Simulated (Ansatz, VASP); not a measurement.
## One calculation of Ga, two programs

```
Ga
1.0
     3.48873    2.01422    6.09419
    -3.48873    2.01422    6.09419
     0.00000   -4.02844    6.09419
Ga
12
Direct
  0.01868 0.64239 0.01868
  0.01868 0.01868 0.64239
  0.64239 0.01868 0.01868
  0.98132 0.35761 0.98132
  0.35761 0.98132 0.98132
  0.98132 0.98132 0.35761
  0.23291 0.61533 0.23291
  0.23291 0.23291 0.61533
  0.61533 0.23291 0.23291
  0.76709 0.38467 0.76709
  0.38467 0.76709 0.76709
  0.76709 0.76709 0.38467
```

Alike in both runs: functional PBEsol; k mesh 3 × 3 × 3; occupations gaussian, width 0.1 eV; no spin polarisation.

Ansatz relaxed the structure, and its values are those at the end. VASP's run is a single point on that final structure, the one shown.

|  | VASP | Ansatz |
| --- | --- | --- |
| version | VASP 6.6.1 | Ansatz 0.2.0 |
| potentials or method | VASP PAW PBE potentials, release 64 (Ga_d) | scalar-relativistic, plane waves, PAW |
| plane-wave cutoff (eV) | 520 | 420 |
| valence electrons in the cell | 156 | 156 |

Ansatz gave:

| Item | Value |
| --- | --- |
| gap on the k mesh at the Fermi level (eV) | none |
| pressure (GPa) | 0.0 |
| rms of the force components (eV/Å) | 0.001 |

**Question.** Estimate VASP's values.

**Answer.** gap on the k mesh at the Fermi level (eV): none; pressure (GPa): 0.1; rms of the force components (eV/Å): 0.005.

A gap of «none» marks a metal or a gap that the smearing closes.

Caveats: the k mesh is coarse (spacing up to 0.37 Å⁻¹), so the values aren't converged; the PAW data sets were made with another functional, which shifts forces and pressure a little (VASP).
